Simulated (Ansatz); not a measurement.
Input and command of a calculation in Ansatz (plane waves; scalar-relativistic PAW potentials unless the input names others):

```yaml
crystal:
  lattice:
    - [3.798, 0.0, 0.0]
    - [-1.899, 3.2891644836, 0.0]
    - [0.0, 0.0, 6.192]
  atoms:
    - { symbol: Zr, position: [0.0, 0.0, 0.0] }
    - { symbol: Se, position: [0.3333333333, 0.6666666667, 0.2547373092] }
    - { symbol: Se, position: [0.6666666667, 0.3333333333, 0.7452626908] }
basis:
  ecutwfc: "22.0 Ry"
kpoints:
  mp_grid: { grid: [12, 12, 8] }
hamiltonian:
  xc: pbe
  dispersion: d3bj
scf:
  occupations: { method: fermi_dirac, width: 0.2 }
  convergence: { dr2_threshold: 1.0e-08 }
output:
  forces: true
  eigenvalues: true
  stress: true
```

```bash
ansatz run input.yaml --threads 1 --pin off --max-ram 2560MiB --backend cpu --events-out ev --progress --plain --runs-dir out
```

Abridged log:
```
Warning: basis.ecutwfc = 299.32524870 eV is below the records' recommended 420 eV, and the density's cutoff is lower with it unless basis.ecutrho_ratio is high enough to keep the records' density cutoff: compare with a run at a higher cutoff
Warning: output.stress: scf.convergence.dr2_threshold = 1e-8 eV is looser than the 3e-10 eV advised for a printed stress (1e-10 eV for each atom of the cell: 3). ...
band count auto-derived: 28 (N_el = 44.0; filled up to band 22; 27 by the electrons, moments and atoms)
Pseudopotentials: kind: paw
Pseudopotential: Zr, paw, valence charge 12, recommended cutoff 420 eV (normal)
Pseudopotential: Se, paw, valence charge 16, recommended cutoff 420 eV (normal)
Functional definition: PBE
Crystal: 3 atoms, lattice volume = 77.352 Å³
Basis set: ecut = 299.32524870 eV, 917 PW (Γ), exchange–correlation on 48×48×72 points (8 copies of the dense FFT grid, shifted against one another)
Bands: 28, of which v1, the nominal top of the filled ones, is band 22 counted from 1 (21 counted from 0)
Symmetry: 12 space group operations
Space group: P-3m1 (ITA 164), of the structure as read, at distance tolerance 4.3e-5 Å
k-points: 131 of 1152
Initial density: superposition of atomic densities (neutral atoms: chi_scale 0, normalization atom), corrected by the library's trained network
Initial wavefunctions: pseudopotential atomic-orbital guess
Functional: x = pbe(κ = 0.804, μ = 0.21951497), c = pbe(β = 0.06672455)
SCF iter   1: F=—  HF=-15127.133775 eV  |F-HF|=—  |Δ(HF+E_count)|=         —  Δρ=1.80e-3  dr2=1.95e-3  ethr=1.77e-3  ⟨swp⟩=5.0  Hψ=13622  notcnv=0
SCF iter   2: F=—  HF=-15127.131036 eV  |F-HF|=—  |Δ(HF+E_count)|=   2.74e-3  Δρ=9.78e-4  dr2=3.60e-4  ethr=4.42e-6  ⟨swp⟩=2.0  Hψ=7491  notcnv=0
SCF iter   3: F=—  HF=-15127.131152 eV  |F-HF|=—  |Δ(HF+E_count)|=   1.16e-4  Δρ=4.86e-4  dr2=1.15e-4  ethr=8.18e-7  ⟨swp⟩=3.0  Hψ=6738  notcnv=0
SCF iter   4: F=—  HF=-15127.131186 eV  |F-HF|=—  |Δ(HF+E_count)|=   3.34e-5  Δρ=8.49e-5  dr2=7.94e-6  ethr=2.62e-7  ⟨swp⟩=2.0  Hψ=4531  notcnv=0
SCF iter   5: F=—  HF=-15127.131134 eV  |F-HF|=—  |Δ(HF+E_count)|=   5.14e-5  Δρ=2.90e-5  dr2=1.28e-6  ethr=1.80e-8  ⟨swp⟩=2.7  Hψ=6030  notcnv=0
SCF iter   6: F=—  HF=-15127.131135 eV  |F-HF|=—  |Δ(HF+E_count)|=   2.97e-7  Δρ=1.07e-5  dr2=2.31e-7  ethr=2.91e-9  ⟨swp⟩=2.0  Hψ=6413  notcnv=0
SCF iter   7: F=—  HF=-15127.131135 eV  |F-HF|=—  |Δ(HF+E_count)|=   4.38e-8  Δρ=2.85e-6  dr2=1.51e-8  ethr=5.25e-10  ⟨swp⟩=2.0  Hψ=6390  notcnv=0
SCF iter   8: F=-15127.131135 eV  HF=-15127.131135 eV  |F-HF|=8.93e-10  |Δ(HF+E_count)|=   1.23e-8  Δρ=1.12e-6  dr2=4.13e-9  ethr=2.27e-11  ⟨swp⟩=4.0  Hψ=11362  notcnv=0
SCF 1 converged in 8 iterations: F = -15127.131135 eV  dr2 = 4.13e-9
SCF converged after 8 iterations
Free energy (F): -15127.131135 eV
Harris-Foulkes:  -15127.131135 eV  (|F-HF|=8.93e-10)
Internal energy: -15127.064163 eV  (E = F + TS)
E sigma→0 (E₀):  -15127.097649 eV
Entropy (-TS):   -0.066972 eV (-22.324 meV/atom)
Fermi energy:    8.828270 eV
  E_disp       = -1.143681  (pairwise vdW)
--- Forces (eV/Å), atoms counted from 1 ---
  atom   1  Zr     0.00000000     0.00000000     0.00000000
  atom   2  Se     0.00000000     0.00000000     0.04458264
  atom   3  Se     0.00000000     0.00000000    -0.04458264
--- Stress (GPa, compression-positive) ---
       -2.251296       0.000000       0.000000
        0.000000      -2.251296       0.000000
        0.000000       0.000000      -1.014398
  P = ⅓ Tr σ = -1.8390 GPa (-18.390 kbar)
```

Apart from outputs, empty bands and the relaxation, which only the reference makes, the input differs from a reference run on usual settings in scf.convergence.dr2_threshold: not typed → 1e-08; scf.occupations.method: "gaussian" → "fermi_dirac"; scf.occupations.width: 0.1 → 0.2; basis.ecutwfc: 420 → "22.0 Ry". The reference, at the same geometry, ended its own course with pressure -1.86 GPa, largest force 0.000 eV/Å, gap on the mesh 0.30 eV. This run converged in 8 SCF iterations with an energy at zero smearing 31.77 meV/atom above the reference's, pressure -1.84 GPa, largest force 0.045 eV/Å, gap on the mesh 0.33 eV. Its smearing width and cutoff are looser than usual, and the result moved.

Time: 3.9 s on 1 thread of AMD EPYC 9R45 96-Core Processor (Zen 5), with other jobs on the host, peak memory 0.48 GiB.